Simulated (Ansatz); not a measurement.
# Sb (R-3m) in Ansatz: a series of runs

The runs below take Sb through band structure, phonons, single point, equation of state, with PBEsol, RPBE+D4.

Everything below comes from runs of Ansatz 0.2.0. Logs are shortened: lines on timing, memory, paths and dates and some standing lists are left out, and cuts for length are marked.

## 1. Starting point

It takes space group R-3m (No. 166, trigonal). Conventional cell: a = 4.308 Å, b = 4.308 Å, c = 11.274 Å, α = 90.00°, β = 90.00°, γ = 120.00°. Around Sb (site symmetry 3m) lie 3 Sb at 2.91 Å.

## 2. Band structure, PBEsol

input.yaml

```yaml
crystal:
  lattice:
    - [2.1542, 1.2437279499, 3.758]
    - [-2.1542, 1.2437279499, 3.758]
    - [0.0, -2.4874558998, 3.758]
  atoms:
    - { symbol: Sb, position: [0.76651, 0.76651, 0.76651] }
    - { symbol: Sb, position: [0.23349, 0.23349, 0.23349] }
hamiltonian:
  xc: pbesol
  pseudopotentials: { kind: paw }
kpoints:
  mp_grid: { grid: [8, 8, 8] }
  band_path:
    path:
      - [[0.0, 0.0, 0.0], [0.5, 0.0, 0.0], [0.5, 0.2396873643, -0.2396873643]]
      - [[0.7603126357, 0.5, 0.2396873643], [0.5, 0.5, 0.5], [0.0, 0.0, 0.0], [0.3698436821, 0.0, -0.3698436821]]
      - [[0.6301563179, 0.3698436821, 0.0], [0.5, 0.5, 0.0], [0.6301563179, 0.6301563179, 0.2396873643], [0.5, 0.5, 0.5]]
      - [[0.5, 0.0, 0.0], [0.7603126357, 0.3698436821, 0.3698436821]]
    npoints: 14
scf:
  occupations: { method: fermi_dirac, width: 0.05 }
  n_extra_bands: 6
output:
  forces: true
  stress: true
  eigenvalues: true
  fatbands: false
```

Potentials or basis: Ansatz PAW.

Command:

```sh
$ ansatz run input.yaml --threads 2 --pin off --max-ram 5120MiB --backend cpu --events-out ev --progress --plain --runs-dir out
```

Standard output:

```text
Warning: RAYON_NUM_THREADS=2 ignored (pool sized by the plan → 2); use --threads N
scf.n_extra_bands = 6 over 15 filled bands (N_el = 30.0): the run solves 21 bands
Engine: ansatz 0.2.0, x86_64-unknown-linux-gnu
Pseudopotentials: kind: paw
Pseudopotential: Sb, paw, valence charge 15, recommended cutoff 420 eV (normal), Sb.paw.azcp
Functional definition: PBEsol
  exchange = pbesol_x
  correlation = pbesol_c
Crystal: 2 atoms, lattice volume = 60.411 Å³
Basis set: ecut = 420 eV, 1195 PW (Γ), exchange–correlation on 64×64×64 points (8 copies of the dense FFT grid, shifted against one another)
Bands: 21, of which v1, the nominal top of the filled ones, is band 15 counted from 1 (14 counted from 0)
Symmetry: 12 space group operations
Space group: R-3m (ITA 166), of the structure as read, at distance tolerance 3.9e-5 Å
k-points: 65 of 512
Non-local potential: Sb, projectors of the file, l = 0: 2, l = 1: 2, l = 2: 2, l = 3: 2
PAW form: soft (Blöchl's): semilocal exchange-correlation on the pseudo side does not see the compensation charge
PAW frozen core: Sb, regenerated for the run's functional, and the local potential with it (the file was generated under x = pbe(κ = 0.804, μ = 0.2195149727645171), c = pbe(β = 0.06672455060314922))
PAW one-centre angular grid: Sb, 590 points (default); XC on 64 Gauss nodes
Initial density: superposition of atomic densities (neutral atoms: chi_scale 0, normalization atom), corrected by the library's trained network
Initial wavefunctions: pseudopotential atomic-orbital guess
Functional: x = pbesol(κ = 0.804, μ = 0.12345679012345678), c = pbesol(β = 0.046)
SCF iter   1: F=—  HF=-12816.177204 eV  |F-HF|=—  |Δ(HF+E_count)|=         —  Δρ=2.48e-3  dr2=2.49e-3  ethr=1.77e-3  ⟨swp⟩=7.1  Hψ=7390  notcnv=0  defer=5
preconditioner: auto → Kerker (q_TF=auto, 2.428 Å⁻¹)  [metal: Δε(μ)=0.028 eV  Ē_g=10.204 eV  σ=0.050 eV  W_gap=0.14  n_scr=14 (ndim 8)  ℏωp=15.1 eV  f_vac=0.002  D(μ)=0.38/eV (n_scr^D=0)]
SCF iter   2: F=—  HF=-12816.174887 eV  |F-HF|=—  |Δ(HF+E_count)|=   2.32e-3  Δρ=1.68e-3  dr2=1.07e-3  ethr=8.31e-6  ⟨swp⟩=2.7  Hψ=2855  notcnv=0  defer=12
SCF iter   3: F=—  HF=-12816.174700 eV  |F-HF|=—  |Δ(HF+E_count)|=   1.87e-4  Δρ=7.72e-4  dr2=1.86e-4  ethr=3.56e-6  ⟨swp⟩=2.0  Hψ=2277  notcnv=0  defer=12
SCF iter   4: F=—  HF=-12816.174564 eV  |F-HF|=—  |Δ(HF+E_count)|=   1.36e-4  Δρ=2.49e-4  dr2=3.25e-5  ethr=6.20e-7  ⟨swp⟩=2.0  Hψ=2274  notcnv=0  defer=12
SCF iter   5: F=—  HF=-12816.174557 eV  |F-HF|=—  |Δ(HF+E_count)|=   7.50e-6  Δρ=4.74e-5  dr2=2.94e-6  ethr=1.08e-7  ⟨swp⟩=2.0  Hψ=2274  notcnv=0  defer=12
SCF iter   6: F=—  HF=-12816.174557 eV  |F-HF|=—  |Δ(HF+E_count)|=   6.11e-8  Δρ=1.72e-5  dr2=3.10e-7  ethr=9.79e-9  ⟨swp⟩=2.0  Hψ=1602  notcnv=0  defer=12
SCF iter   7: F=-12816.174557 eV  HF=-12816.174557 eV  |F-HF|=6.79e-8  |Δ(HF+E_count)|=   5.62e-8  Δρ=1.41e-5  dr2=7.52e-8  ethr=3.33e-10  ⟨swp⟩=8.2  Hψ=6202  notcnv=0
SCF 1 converged in 7 iterations: F = -12816.174557 eV  dr2 = 7.52e-8
NSCF: frozen V_eff on 130 k-points
SCF converged after 7 iterations
Free energy (F): -12816.174557 eV
Harris-Foulkes:  -12816.174557 eV  (|F-HF|=6.79e-8)
Internal energy: -12816.171618 eV  (E = F + TS)
E sigma→0 (E₀):  -12816.173088 eV
Entropy (-TS):   -0.002939 eV (-1.469 meV/atom)
Fermi energy:    10.001720 eV
--- Per-component energies (eV) ---
  E_band       = -341.607290
  E_kinetic    = 414.866393
  E_local      = -3198.044778  (includes V_loc(G=0)·N_el)
  E_nonlocal   = 728.086897
  E_hartree    = 1447.270281
  E_xc         = -275.073364
  E_vxc        = -193.359542  (∫ρ·V_xc dr)
  E_paw        = -8999.070705  (= ΣΔE_a)
  E_vpaw       = -987.712268  (= ΣTr[D̂ρ^β])
  E_aug_tail   = -0.000004  (compensation charges beyond the density's cutoff)
  E_ewald      = -2934.870052
  E_core_change = 0.663714  (= ΣΔE_core)
  E_smearing   = -0.002939  (= −TS)
  E_closure    = 0.000000  (closes the sum)
  Σ components = -12816.174557   (vs F -12816.174557, Δ=0.00e0)
--- Forces (eV/Å), atoms counted from 1 ---
  atom   1  Sb     0.00000000     0.00000000    -0.10390214
  atom   2  Sb     0.00000000     0.00000000     0.10390214
  max |Σ_I F_I| component: 2.78e-17 eV/Å
--- Stress (GPa, compression-positive) ---
        0.193488       0.000000       0.000000
        0.000000       0.193488       0.000000
        0.000000       0.000000      -0.345541
  P = ⅓ Tr σ = 0.0138 GPa (0.138 kbar)
--- Band table (eV; the first three rows and the last of 65) ---
  k-point 0: bands = ["-19.4418", "-19.4418", "-19.3521", "-19.3521", "-19.3281", "-19.2379", "-19.2379", "-19.2327", "-19.1575", "-19.1575", "-2.8059", "5.0847", "7.8709", "8.1469", "8.1469", "12.0087", "12.6264", "12.6264", "15.0502", "15.0502", "15.1706"]
  k-point 1: bands = ["-19.4356", "-19.4329", "-19.3491", "-19.3469", "-19.3242", "-19.2420", "-19.2409", "-19.2365", "-19.1665", "-19.1641", "-2.6331", "4.3685", "7.9123", "8.1062", "8.4044", "11.8966", "12.1771", "12.2263", "14.4802", "14.9425", "15.1591"]
  k-point 2: bands = ["-19.4191", "-19.4075", "-19.3416", "-19.3326", "-19.3128", "-19.2539", "-19.2537", "-19.2432", "-19.1906", "-19.1817", "-2.1196", "2.9188", "7.9297", "8.0353", "8.8378", "11.1692", "11.2897", "11.3858", "14.8176", "15.4763", "16.0250"]
  k-point 64: bands = ["-19.3926", "-19.3926", "-19.3337", "-19.3337", "-19.3079", "-19.2513", "-19.2513", "-19.2509", "-19.2111", "-19.2111", "-1.2614", "0.9221", "8.6305", "8.6305", "9.4300", "10.0589", "10.0589", "11.0141", "16.8915", "18.8556", "18.8556"]
```

Wall time 3 s (2 threads of Intel Xeon Platinum 8488C (Sapphire Rapids), shared host); peak memory 0.43 GiB.

What came out:

| Item | Value |
| --- | --- |
| Free energy | -12816.1746 eV |
| Pressure | 0.0 GPa |
| Largest force | 0.104 eV/Å |
| Band gap on the k mesh | none (metal or under the smearing width) |

Forces on the atoms (eV/Å):
```
Sb   0.000  0.000 -0.104
Sb   0.000  0.000  0.104
```

Levels at the corners of the path, in eV from the Fermi level:
```tsv
point	band 13	band 14	band 15	band 16	band 17	band 18
Γ	-2.13	-1.85	-1.85	2.01	2.62	2.62
L	-2.00	-1.89	-0.37	-0.31	0.08	0.42
B1	-5.07	-4.93	-0.81	0.61	4.50	4.57
B	-5.07	-4.93	-0.81	0.61	4.50	4.57
Z	-1.37	-1.37	-0.57	0.06	0.06	1.01
Γ	-2.13	-1.85	-1.85	2.01	2.62	2.62
X	-5.38	-3.25	-3.01	2.74	3.10	4.04
Q	-5.38	-3.25	-3.01	2.74	3.10	4.04
F	-5.53	-3.83	-3.73	1.42	4.86	5.43
P1	-5.43	-3.28	-2.81	2.36	3.12	4.49
Z	-1.37	-1.37	-0.57	0.06	0.06	1.01
L	-2.00	-1.89	-0.37	-0.31	0.08	0.42
P	-5.43	-3.28	-2.81	2.36	3.12	4.49
```

Caveat: spin-orbit coupling is left out, which moves the levels of the heavy elements; the PAW data sets come from PBE, with cores solved anew for the run's functional, which leaves a small shift of forces and pressure.

## 3. Phonons, PBEsol

Edit input.yaml of step 2 so:

```diff
@@ -12,4 +12,10 @@
 kpoints:
-  mp_grid: { grid: [8, 8, 8] }
-  band_path:
+  mp_grid: { grid: [6, 6, 6] }
+scf:
+  occupations: { method: fermi_dirac, width: 0.05 }
+phonons:
+  method: dfpt
+  qmesh: [2, 2, 2]
+  temperatures: { t_max: 1000, t_step: 100 }
+  qpath:
     path:
@@ -19,10 +25,2 @@
       - [[0.5, 0.0, 0.0], [0.7603126357, 0.3698436821, 0.3698436821]]
-    npoints: 14
-scf:
-  occupations: { method: fermi_dirac, width: 0.05 }
-  n_extra_bands: 6
-output:
-  forces: true
-  stress: true
-  eigenvalues: true
-  fatbands: false
+    npoints: 8
```

Potentials or basis: Ansatz PAW.

Command:

```sh
$ ansatz run input.yaml --threads 2 --pin off --max-ram 5120MiB --backend cpu --events-out ev --progress --plain --runs-dir out
```

Standard output:

```text
Warning: RAYON_NUM_THREADS=2 ignored (pool sized by the plan → 2); use --threads N
Engine: ansatz 0.2.0, x86_64-unknown-linux-gnu
Pseudopotentials: kind: paw
Pseudopotential: Sb, paw, valence charge 15, recommended cutoff 420 eV (normal), Sb.paw.azcp
Functional definition: PBEsol
  exchange = pbesol_x
  correlation = pbesol_c
Crystal: 2 atoms, lattice volume = 60.411 Å³
Basis set: ecut = 420 eV, 1195 PW (Γ), exchange–correlation on 64×64×64 points (8 copies of the dense FFT grid, shifted against one another)
Bands: 19, of which v1, the nominal top of the filled ones, is band 15 counted from 1 (14 counted from 0)
Symmetry: 12 space group operations
k-points: 32 of 216
Non-local potential: Sb, projectors of the file, l = 0: 2, l = 1: 2, l = 2: 2, l = 3: 2
PAW form: soft (Blöchl's): semilocal exchange-correlation on the pseudo side does not see the compensation charge
PAW frozen core: Sb, regenerated for the run's functional, and the local potential with it (the file was generated under x = pbe(κ = 0.804, μ = 0.2195149727645171), c = pbe(β = 0.06672455060314922))
PAW one-centre angular grid: Sb, 590 points (default); XC on 64 Gauss nodes
Initial density: superposition of atomic densities (neutral atoms: chi_scale 0, normalization atom), corrected by the library's trained network
Initial wavefunctions: pseudopotential atomic-orbital guess
Functional: x = pbesol(κ = 0.804, μ = 0.12345679012345678), c = pbesol(β = 0.046)
SCF iter   1: F=—  HF=-12816.188600 eV  |F-HF|=—  |Δ(HF+E_count)|=         —  Δρ=2.51e-3  dr2=2.21e-3  ethr=1.77e-3  ⟨swp⟩=6.2  Hψ=3182  notcnv=0
preconditioner: auto → none  [insulator: Δε(μ)=0.284 eV  Ē_g=8.669 eV  σ=0.050 eV  W_gap=0.58  n_scr=14 (ndim 8)  ℏωp=15.1 eV  f_vac=0.002  D(μ)=0.36/eV (n_scr^D=0)  ε∞_Penn≈4.0]
SCF iter   2: F=—  HF=-12816.186270 eV  |F-HF|=—  |Δ(HF+E_count)|=   2.33e-3  Δρ=1.29e-3  dr2=5.21e-4  ethr=7.35e-6  ⟨swp⟩=3.0  Hψ=1399  notcnv=0
SCF iter   3: F=—  HF=-12816.186281 eV  |F-HF|=—  |Δ(HF+E_count)|=   1.07e-5  Δρ=5.24e-4  dr2=2.08e-4  ethr=1.74e-6  ⟨swp⟩=2.0  Hψ=1091  notcnv=0
SCF iter   4: F=—  HF=-12816.186188 eV  |F-HF|=—  |Δ(HF+E_count)|=   9.28e-5  Δρ=1.36e-4  dr2=9.87e-6  ethr=6.94e-7  ⟨swp⟩=2.0  Hψ=1088  notcnv=0
SCF iter   5: F=—  HF=-12816.186191 eV  |F-HF|=—  |Δ(HF+E_count)|=   3.10e-6  Δρ=1.48e-4  dr2=8.08e-6  ethr=3.29e-8  ⟨swp⟩=2.0  Hψ=1094  notcnv=0
SCF iter   6: F=—  HF=-12816.186188 eV  |F-HF|=—  |Δ(HF+E_count)|=   3.47e-6  Δρ=6.00e-5  dr2=1.35e-6  ethr=2.69e-8  ⟨swp⟩=2.0  Hψ=928  notcnv=0
SCF iter   7: F=—  HF=-12816.186184 eV  |F-HF|=—  |Δ(HF+E_count)|=   4.12e-6  Δρ=1.27e-5  dr2=5.14e-8  ethr=4.51e-9  ⟨swp⟩=2.0  Hψ=1089  notcnv=0
SCF iter   8: F=—  HF=-12816.186184 eV  |F-HF|=—  |Δ(HF+E_count)|=   3.24e-8  Δρ=2.45e-6  dr2=2.00e-9  ethr=1.71e-10  ⟨swp⟩=2.0  Hψ=1080  notcnv=0
SCF iter   9: F=—  HF=-12816.186184 eV  |F-HF|=—  |Δ(HF+E_count)|=   1.34e-9  Δρ=2.11e-7  dr2=1.43e-11  ethr=6.67e-12  ⟨swp⟩=2.0  Hψ=1094  notcnv=0
SCF iter  10: F=-12816.186184 eV  HF=-12816.186184 eV  |F-HF|=1.09e-11  |Δ(HF+E_count)|=  1.27e-11  Δρ=5.21e-9  dr2=1.22e-14  ethr=1.00e-12  ⟨swp⟩=5.8  Hψ=2411  notcnv=0
SCF 1 converged in 10 iterations: F = -12816.186184 eV  dr2 = 1.22e-14
NSCF: frozen V_eff on 32 k-points
NSCF: frozen V_eff on 68 k-points
DFPT response loops at q = (0, 0, 0) (fractional): preconditioner auto → Kerker (q_TF=auto, 2.428 Å⁻¹) (partly filled bands, converged f_vac=0.001); β = 1.00, the filter's whole step (`scf.mixing.beta` (0.50) is not read by the response loops under this deck's `scf.mixing.preconditioner`; to damp them name `kerker` or `kerker_dos`, under which they read `scf.mixing.beta`, and type it under 1.00, their step now; both keys bind the ground state too); Broyden in place of MSR1
NSCF: frozen V_eff on 136 k-points
DFPT response loops at q = (0, 0, -0.5) (fractional): mixed as the last ones told, above
NSCF: frozen V_eff on 224 k-points
DFPT response loops at q = (0, -0.5, -0.5) (fractional): mixed as the last ones told, above
NSCF: frozen V_eff on 136 k-points
DFPT response loops at q = (-0.5, -0.5, -0.5) (fractional): mixed as the last ones told, above
SCF converged after 10 iterations
Free energy (F): -12816.186184 eV
Harris-Foulkes:  -12816.186184 eV  (|F-HF|=1.09e-11)
Internal energy: -12816.183443 eV  (E = F + TS)
E sigma→0 (E₀):  -12816.184813 eV
Entropy (-TS):   -0.002741 eV (-1.370 meV/atom)
Fermi energy:    9.962363 eV
--- Per-component energies (eV) ---
  E_band       = -341.572704
  E_kinetic    = 414.868249
  E_local      = -3198.084971  (includes V_loc(G=0)·N_el)
  E_nonlocal   = 728.056870
  E_hartree    = 1447.294828
  E_xc         = -275.089026
  E_vxc        = -193.376828  (∫ρ·V_xc dr)
  E_paw        = -8999.023051  (= ΣΔE_a)
  E_vpaw       = -987.625682  (= ΣTr[D̂ρ^β])
  E_aug_tail   = -0.000004  (compensation charges beyond the density's cutoff)
  E_ewald      = -2934.870052
  E_core_change = 0.663714  (= ΣΔE_core)
  E_smearing   = -0.002741  (= −TS)
  E_closure    = -0.000000  (closes the sum)
  Σ components = -12816.186184   (vs F -12816.186184, Δ=0.00e0)
--- Band table (eV; the first three rows and the last of 32) ---
  k-point 0: bands = ["-19.4400", "-19.4400", "-19.3505", "-19.3505", "-19.3255", "-19.2363", "-19.2363", "-19.2301", "-19.1557", "-19.1557", "-2.8039", "5.0837", "7.8696", "8.1491", "8.1491", "12.0155", "12.6290", "12.6290", "15.0482"]
  k-point 1: bands = ["-19.4292", "-19.4242", "-19.3453", "-19.3414", "-19.3187", "-19.2435", "-19.2419", "-19.2364", "-19.1713", "-19.1672", "-2.4971", "3.9225", "7.9134", "8.0842", "8.5569", "11.7170", "11.9086", "11.9599", "14.4509"]
  k-point 2: bands = ["-19.4038", "-19.3820", "-19.3343", "-19.3179", "-19.2997", "-19.2661", "-19.2630", "-19.2465", "-19.2086", "-19.1944", "-1.5957", "1.8847", "7.9864", "8.0129", "9.0827", "10.6028", "10.6755", "10.8785", "15.5567"]
  k-point 31: bands = ["-19.3908", "-19.3908", "-19.3321", "-19.3321", "-19.3052", "-19.2496", "-19.2496", "-19.2484", "-19.2094", "-19.2094", "-1.2554", "0.9163", "8.6343", "8.6343", "9.4377", "10.0576", "10.0576", "11.0073", "16.8933"]
--- Phonons (Γ-DFPT): 2 representative perturbations + reference (Σ response iterations 6) ---
  ASR residual: 3.655e-5 → 0.000e0 eV/Å²; symmetrization residual: 1.580e-11 eV/Å²
  ASR residual per site (eV/Å²): 3.65e-5 3.65e-5
  Γ frequencies (cm⁻¹): 0.00 0.00 0.00 105.45 105.45 148.73
--- Phonons (arbitrary-q DFPT): 4 irreducible q on the 2×2×2 mesh ---
  q = [0.0000, 0.0000, 0.0000] (star 1, of the zone-centre solve; hermiticity 3.37e-13, symmetrization 3.19e-12): -0.00 0.00 0.00 105.45 105.45 148.73
  q = [0.0000, 0.0000, -0.5000] (star 3, 3 solved perturbations on 68 of 216 k-point pairs; hermiticity 2.59e-6, symmetrization 3.10e-6): 69.36 83.64 84.42 144.74 144.78 155.26
  q = [0.0000, -0.5000, -0.5000] (star 3, 2 solved perturbations in 180 linear systems a pass and spin channel, the states on 112 of 216 k-point pairs; hermiticity 7.93e-6, symmetrization 1.44e-6): 39.54 48.15 55.18 116.59 132.29 136.15
  q = [-0.5000, -0.5000, -0.5000] (star 1, 2 solved perturbations in 100 linear systems a pass and spin channel, the states on 68 of 216 k-point pairs; hermiticity 5.66e-5, symmetrization 3.52e-5): 58.08 58.08 77.03 151.39 151.39 163.28
  sum rule: each row above includes the acoustic sum rule's correction from the zone centre's row sums; it moved no ω² by more than (0.29 cm⁻¹)²
  mesh force constants: q→R imaginary residual 0.00e0; ASR residual 3.655e-5 → 0.000e0 eV/Å²; symmetrization residual 9.159e-16 eV/Å²
  interpolated dispersion: 76 rows × 6 modes
  density of states and harmonic sums: on the 18×18×18 q-mesh, interpolated from the force constants of a 2×2×2 supercell (no non-analytic term)
  largest difference from the sums on the solved wave vectors: F 8.83e-2 eV, S 1.21e-4 and C_V 3.23e-5 eV/K
  zero-point energy: 0.036985 eV/cell   skipped modes (ω ≤ 0): 3   left out of the sums: 8.57e-5 of the cell's modes: C_V's classical limit lies that fraction below 3 k_B per atom; for a crystal, a wire or a layer, F and S can be off by more, and a phonons.interpolated_qmesh denser along its periods is the remedy for the sampling
```

It took 29 s on 2 threads of Intel Xeon Platinum 8488C (Sapphire Rapids), shared host; peak memory 0.73 GiB.

What came out:

```
Free energy              : -12816.1862 eV
Band gap on the k mesh   : none (metal or under the smearing width)
Highest phonon frequency : 163 cm⁻¹
```

Levels at points of the mesh, in eV from the Fermi level:
```tsv
k point	band 13	band 14	band 15	band 16	band 17	band 18
(0.00, 0.00, 0.00)	-2.09	-1.81	-1.81	2.05	2.67	2.67
(0.00, 0.00, -0.50)	-1.95	-1.85	-0.33	-0.26	0.12	0.45
(0.00, -0.50, -0.50)	-5.49	-3.79	-3.68	1.46	4.90	5.47
(-0.50, -0.50, -0.50)	-1.33	-1.33	-0.52	0.10	0.10	1.04
```

Phonon frequencies in cm⁻¹ (negative: imaginary):
```csv
q point,frequencies
"(0.000, 0.000, 0.000)",0 0 0 105 105 149
"(0.000, 0.000, -0.500)",69 84 84 145 145 155
"(0.000, -0.500, -0.500)",40 48 55 117 132 136
"(-0.500, -0.500, -0.500)",58 58 77 151 151 163
```

Caveat: the q mesh is small, so phonon branches between its points and thermal values are rough; the PAW data sets come from PBE, with cores solved anew for the run's functional, which leaves a small shift of forces and pressure; some levels weren't fully converged.

## 4. Single point, RPBE+D4, 28.39 Å³/atom (volume scaled by 0.94)

input.yaml

```yaml
crystal:
  lattice:
    - [2.1102243954, 1.2183386227, 3.6812845966]
    - [-2.1102243954, 1.2183386227, 3.6812845966]
    - [0.0, -2.4366772455, 3.6812845966]
  atoms:
    - { symbol: Sb, position: [0.76651, 0.76651, 0.76651] }
    - { symbol: Sb, position: [0.23349, 0.23349, 0.23349] }
hamiltonian:
  xc: rpbe
  pseudopotentials: { kind: paw }
  dispersion: d4
kpoints:
  mp_grid: { grid: [8, 8, 8] }
scf:
  occupations: { method: fermi_dirac, width: 0.05 }
output:
  forces: true
  stress: true
  eigenvalues: true
  write_density: true
  write_potential: true
  elf: true
  volumetric_format: npy
```

Command:

```sh
$ ansatz run input.yaml --threads 2 --pin off --max-ram 5120MiB --backend cpu --events-out ev --progress --plain --runs-dir out
```

Run time: 2 s. Hardware: 2 threads of Intel Xeon Platinum 8488C (Sapphire Rapids), shared host; peak memory 0.42 GiB.

Results (log left out):

```yaml
Free_energy: -12988.1789 eV
Pressure: 2.7 GPa
Largest_force: 0.579 eV/Å
Band_gap_on_the_k_mesh: none (metal or under the smearing width)
```

Caveat: pairwise dispersion overbinds metals, which lowers pressure and volume; the PAW data sets come from PBE, with cores solved anew for the run's functional, which leaves a small shift of forces and pressure.

## 5. Single point, RPBE+D4, 29.00 Å³/atom (volume scaled by 0.96)

input.yaml

```yaml
crystal:
  lattice:
    - [2.1250856202, 1.2269187549, 3.7072099901]
    - [-2.1250856202, 1.2269187549, 3.7072099901]
    - [0.0, -2.4538375098, 3.7072099901]
  atoms:
    - { symbol: Sb, position: [0.76651, 0.76651, 0.76651] }
    - { symbol: Sb, position: [0.23349, 0.23349, 0.23349] }
hamiltonian:
  xc: rpbe
  pseudopotentials: { kind: paw }
  dispersion: d4
kpoints:
  mp_grid: { grid: [8, 8, 8] }
scf:
  occupations: { method: fermi_dirac, width: 0.05 }
output:
  forces: true
  stress: true
  eigenvalues: true
```

Command:

```sh
$ ansatz run input.yaml --threads 2 --pin off --max-ram 5120MiB --backend cpu --events-out ev --progress --plain --runs-dir out
```

It took 1.6 s on 2 threads of Intel Xeon Platinum 8488C (Sapphire Rapids), shared host; peak memory 0.42 GiB.

It converged, with:

```yaml
Free_energy: -12988.1933 eV
Pressure: 1.2 GPa
Largest_force: 0.453 eV/Å
Band_gap_on_the_k_mesh: none (metal or under the smearing width)
```

Caveat: pairwise dispersion overbinds metals, which lowers pressure and volume; the PAW data sets come from PBE, with cores solved anew for the run's functional, which leaves a small shift of forces and pressure.

(Part 1 of 2 ends here.)
